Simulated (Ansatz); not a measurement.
I need a single point of TiO2, space group R3m. Use Ansatz's Python interface. Use: r2SCAN, PAW, cutoff 503 eV, 3×3×3 k-points, fixed occupations.

```
Ti O
1.0
     3.01078    1.73827    4.76037
    -3.01078    1.73827    4.76037
     0.00000   -3.47655    4.76037
Ti O
4 8
Direct
  0.24235 0.24235 0.24235
  0.09924 0.63104 0.63104
  0.63104 0.09924 0.63104
  0.63104 0.63104 0.09924
  0.36541 0.36541 0.87017
  0.36541 0.87017 0.36541
  0.87017 0.36541 0.36541
  0.38226 0.38226 0.38226
  0.86525 0.86525 0.86525
  0.42305 0.87368 0.87368
  0.87368 0.42305 0.87368
  0.87368 0.87368 0.42305
```

`scf_tio2.py`:
```python
"""Self-consistent field of TiO2 at the given structure."""

from collections import Counter
import json

import ansatz as az
from ase import Atoms
import matplotlib.pyplot as plt
import numpy as np
import pandas as pd


def main() -> None:
    atoms = Atoms(
        ["Ti", "Ti", "Ti", "Ti", "O", "O", "O", "O", "O", "O", "O", "O"],
        scaled_positions=[
            [0.242348, 0.242348, 0.242348],
            [0.099237, 0.631036, 0.631036],
            [0.631036, 0.099237, 0.631036],
            [0.631036, 0.631036, 0.099237],
            [0.365406, 0.365406, 0.870171],
            [0.365406, 0.870171, 0.365406],
            [0.870171, 0.365406, 0.365406],
            [0.382261, 0.382261, 0.382261],
            [0.865247, 0.865247, 0.865247],
            [0.423051, 0.873676, 0.873676],
            [0.873676, 0.423051, 0.873676],
            [0.873676, 0.873676, 0.423051],
        ],
        cell=[
            [3.010778, 1.738274, 4.760366],
            [-3.010778, 1.738274, 4.760366],
            [0.0, -3.476547, 4.760366],
        ],
        pbc=True,
    )
    system = az.Crystal.from_ase(atoms)

    # the calculation
    model = (
        system.calculation()
        .kpoints(3, 3, 3)
        .functional("r2SCAN")
        .basis(37 * az.Ry)
        .occupations("fixed")
        .band_table()
        .density_of_states(energy_step=0.05, projected=True)
        .density()
        .forces()
    )
    res = model.run(events_out="events.ndjson")
    rep = res.report
    with open("events.ndjson") as stream:
        kinds = Counter(json.loads(line)["event"] for line in stream)
    print("events:", {kind: kinds[kind] for kind in ("scf_iter", "scf_done", "notice", "finished")})

    for key in ("converged", "n_iterations", "n_electrons", "n_kpoints", "n_pw", "n_symmetry_ops", "free_energy_ev", "fermi_energy_ev"):
        print(f"{key:18s} {rep[key]}")

    edges = rep.get("band_edges_ev")
    if edges:
        print(f"band edges on the mesh: {edges[0]:.3f} and {edges[1]:.3f} eV, gap {edges[1] - edges[0]:.3f} eV")
    else:
        print("no band edges reported (a metal, or a gap too narrow for this smearing); Fermi level", round(rep["fermi_energy_ev"], 3), "eV")

    # d-band centre and width over a window about the Fermi level
    dos = res.density_of_states()
    energy = np.asarray(dos.energies_ev) - dos.fermi_ev
    window = (energy > -10) & (energy < 3)
    for index, site in enumerate(res.projected_density_of_states().sites):
        for shell in site.shells:
            if shell.l == 2:
                g = sum(np.sum(part.g_bin_mean_per_ev, axis=0) for part in shell.curves)[window]
                if g.sum() > 1e-6:
                    centre = (g * energy[window]).sum() / g.sum()
                    width = np.sqrt((g * (energy[window] - centre) ** 2).sum() / g.sum())
                    print(f"site {index} {site.species} {shell.label}: centre {centre:.3f} eV, rms width {width:.3f} eV")

    field = sum(channel.density_e_per_ang3 for channel in res.density().channels[:2])
    fig, ax = plt.subplots(figsize=(4, 3.4))
    shown = ax.imshow(np.log10(np.clip(field[:, :, 0].T, 1e-3, None)), origin="lower", extent=(0, 1, 0, 1))
    fig.colorbar(shown, label="log10 density (e/A^3)")
    ax.set(xlabel="fraction of grid vector 1", ylabel="fraction of grid vector 2")
    fig.savefig("density_plane.png", dpi=100)
    print(f"plane through the origin: {field[:, :, 0].min():.4f} to {field[:, :, 0].max():.4f} e/A^3")

    # forces in eV per angstrom
    table = pd.DataFrame(rep["forces_ev_ang"], columns=["fx", "fy", "fz"])
    table.insert(0, "atom", [site["symbol"] for site in rep["lattice"]["sites"]])
    print(table.round(4).to_string())


if __name__ == "__main__":
    main()
```

Output of `python scf_tio2.py`:
```text
events: {'scf_iter': 11, 'scf_done': 1, 'notice': 2, 'finished': 1}
converged          True
n_iterations       11
n_electrons        96.0
n_kpoints          6
n_pw               3791
n_symmetry_ops     6
free_energy_ev     -14582.780604111322
fermi_energy_ev    5.729593891895052
band edges on the mesh: 5.730 and 8.607 eV, gap 2.877 eV
site 0 Ti 3D: centre -2.774 eV, rms width 1.204 eV
site 1 Ti 3D: centre -2.855 eV, rms width 1.185 eV
site 2 Ti 3D: centre -2.855 eV, rms width 1.185 eV
site 3 Ti 3D: centre -2.855 eV, rms width 1.185 eV
plane through the origin: 0.0090 to 5.4707 e/A^3
   atom      fx      fy      fz
0    Ti  0.0000 -0.0000 -0.1348
1    Ti -0.3101 -0.1790 -0.1560
2    Ti  0.3101 -0.1790 -0.1560
3    Ti -0.0000  0.3581 -0.1560
4     O  0.0000 -0.2162 -0.0703
5     O -0.1872  0.1081 -0.0703
6     O  0.1872  0.1081 -0.0703
7     O  0.0000 -0.0000 -0.0011
8     O -0.0000 -0.0000 -0.6127
9     O  0.2832  0.1635  0.4758
10    O -0.2832  0.1635  0.4758
11    O  0.0000 -0.3270  0.4758
```

Total energies depend on the potentials; only differences at equal settings carry meaning. A total without «per atom» is that of the cell as typed. The run is spin-unpolarised. Along an axis with an odd division the mesh misses the point at one half; a gap read on a finite mesh is an upper bound on this functional's gap. Semilocal gaps usually lie well under measured ones. Under fixed occupations the level called the Fermi level is the highest filled one on the SCF mesh; off the mesh a filled band can lie a little above it. Energy and stress may still move on a finer k-point mesh. Only differences from the Fermi energy are physical; the zero of the scale is a convention. Projections exist only for the shells that the potentials hold, some of them semicore, and samples at single energies can miss narrow peaks. The crystal has a gap of about 2.88 eV on the mesh; bins of finite width blur the band edges. The fields are valence quantities on the plane-wave grid; their values near the nuclei depend on the potentials. This cell is a computed structure, which may not be the phase found in nature. Gaps and levels are Kohn-Sham values on a finite set of k-points. The computed bands are complete only to about 5.1 eV above the Fermi level; beyond that the density of states is undercounted. A band centre counts only the states inside the window taken. The whole script took 19 s on 1 thread of Arm Neoverse V1 (shared host), peak memory 0.86 GiB.

(Lines on the test bed's own set-up are left out of the output.)
